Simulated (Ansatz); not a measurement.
Set up this calculation in Ansatz 0.2.0, as the native input.

| Quantity | Value |
| --- | --- |
| Task | relaxation of cell and atoms |
| Functional | PBE |
| Potentials or basis | Ansatz PAW |
| Cutoff | 420 eV (not typed: the program's choice for these potentials) |
| k mesh | 9 × 9 × 9 |
| Occupations | fermi-dirac, width 0.05 eV |
| Spin | no spin polarisation |
| Target pressure | 30 GPa |
| Target pressure (GPa) | 30 |

Crystal: SrO.

```
CELL_PARAMETERS angstrom
0.00000 2.56630 2.56630
2.56630 0.00000 2.56630
2.56630 2.56630 0.00000
ATOMIC_POSITIONS crystal
Sr 0.50000 0.50000 0.50000
O 0.00000 0.00000 0.00000
```

The input as run:

input.yaml

```yaml
crystal:
  lattice:
    - [0.0, 2.5663, 2.5663]
    - [2.5663, 0.0, 2.5663]
    - [2.5663, 2.5663, 0.0]
  atoms:
    - { symbol: Sr, position: [0.5, 0.5, 0.5] }
    - { symbol: O, position: [0.0, 0.0, 0.0] }
hamiltonian:
  xc: pbe
  pseudopotentials: { kind: paw }
kpoints:
  mp_grid: { grid: [9, 9, 9] }
scf:
  occupations: { method: fermi_dirac, width: 0.05 }
output:
  forces: true
  stress: true
  eigenvalues: true
relax:
  f_tol: 0.01
  max_steps: 40
  cell: { stress_tol: 0.05, p_target: 30.0 }
```

Potentials or basis: Ansatz PAW.

Run with:

```bash
$ ansatz run input.yaml --threads 2 --pin off --max-ram 5632MiB --backend cpu --events-out ev --progress --plain --runs-dir out
```

It gave:

```
Relaxed volume                                         : 14.10 Å³/atom
Relaxed cell                                           : a = 3.416 Å, b = 3.416 Å, c = 3.416 Å, α = 60.00°, β = 60.00°, γ = 60.00°
Space group after relaxing (to 0.05 Å)                 : Fm-3m (No. 225)
Energy change on relaxing (the enthalpy is what falls) : +256.6 meV/atom
Ionic steps                                            : 8
Pressure after relaxing                                : 30.0 GPa
Band gap on the k mesh                                 : 3.10 eV, direct
```

Caveat: the volume moved by over 15 % at a fixed basis, so the end points are rough; odd divisions of the mesh miss points on the zone boundary, where band edges often lie, so the gap on the mesh can be too wide; the plane-wave basis is chosen anew once the cell has moved, so the energies of steps on either side of that aren't comparable; the pressure holds a Pulay correction of +0.4 GPa for the finite cutoff.

It took 6.3 s on 2 threads of Intel(R) Xeon(R) Platinum 8259CL CPU @ 2.50GHz (Skylake/Cascade Lake), on a shared host, peak memory 0.35 GiB.
